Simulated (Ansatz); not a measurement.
Runs of Ansatz 0.2.0 on Ag. Symmetry: Fm-3m, No. 225, cubic system. The conventional cell has a = 4.085 Å, b = 4.085 Å, c = 4.085 Å, α = 90.00°, β = 90.00°, γ = 90.00°. Ag (site symmetry m-3m) is surrounded by 12 Ag at 2.89 Å. 

| task | level | spin | k mesh | cutoff (eV) | q mesh | points for each segment of the path | atoms under strain | gap on the mesh (eV) | pressure (GPa) | V0 of scaled cells (Å³/atom) | B0 (GPa) |
| --- | --- | --- | --- | --- | --- | --- | --- | --- | --- | --- | --- |
| phonons | PBEsol | off | 10 × 10 × 10 | 420 | 2 × 2 × 2 | 8 | - | none | - | - | - |
| elastic constants | PBEsol | off | 10 × 10 × 10 | 420 | - | - | relaxed | none | (a) | - | - |
| equation of state | PBE | off | 11 × 11 × 11 | 420 | - | - | - | - | - | 17.80 | (b) |
| band structure | PBEsol | SOC, no magnetisation | 11 × 11 × 11 | 420 | - | 14 | - | none | -3.0 | - | - |
| equation of state | r2SCAN | off | 11 × 11 × 11 | 500 | - | - | - | - | - | 17.25 | 101 |

Alike in all rows: potentials or basis Ansatz PAW; cell as given; smearing fermi-dirac 0.05 eV.

Fill in the values left out.

(a) -2.3; (b) 90.

Caveats: the PAW data sets come from PBE, with cores solved anew for the run's functional, which leaves a small shift of forces and pressure (some runs); elastic constants of metals need much finer meshes, so these are rough (some runs); the PAW data sets were made with another functional, which shifts forces and pressure a little (some runs).

A k mesh can miss the band edges, and rows without SOC leave out spin-orbit coupling on Ag.

A gap of «none» marks a metal or a gap under the smearing width.
